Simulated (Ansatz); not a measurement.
α-quartz-type GeO₂ (metastable phase) was calculated with RPBE (PAW; Ansatz, an electronic-structure program).

Run with plane-wave cutoff 520 eV, 12×12×6 k mesh (along the axes of the cell as run), Fermi–Dirac smearing 0.01 eV, scalar-relativistic PAW data made under PBE.

Results at a series of volumes:

| V (Å³/atom) | E − E_lowest (meV/atom) | P (GPa) |
|---|---|---|
| 14.532 | 2.97 | 1.599 |
| 14.834 | 0.73 | 0.780 |
| 15.137 | 0.00 | 0.004 |
| 15.440 | 0.67 | -0.710 |
| 15.743 | 2.65 | -1.380 |

Task: What bulk modulus B0 and pressure derivative B′ does a third-order Birch–Murnaghan fit give?

Result: V0 = 15.140 Å³/atom, B0 = 37.1 GPa, B′ = 2.4 (fit to the energies at full precision).

Shape and atoms are relaxed at each volume.

Measured, for comparison: bulk modulus 42 GPa (room temperature, not corrected to a static lattice, from measured elastic constants; as tabulated in Sevik and Bulutay (2007), arXiv:cond-mat/0610176). Computed (rounded) less measured: bulk modulus -12 %.

Note: the cell is over a tenth larger than the published one: the level's own overestimate first of all, though another phase or state, or a fault of the published cell, is possible; the bulk modulus comes from volumes at which shape and atoms were relaxed.

Static lattice: no zero-point or thermal effects.
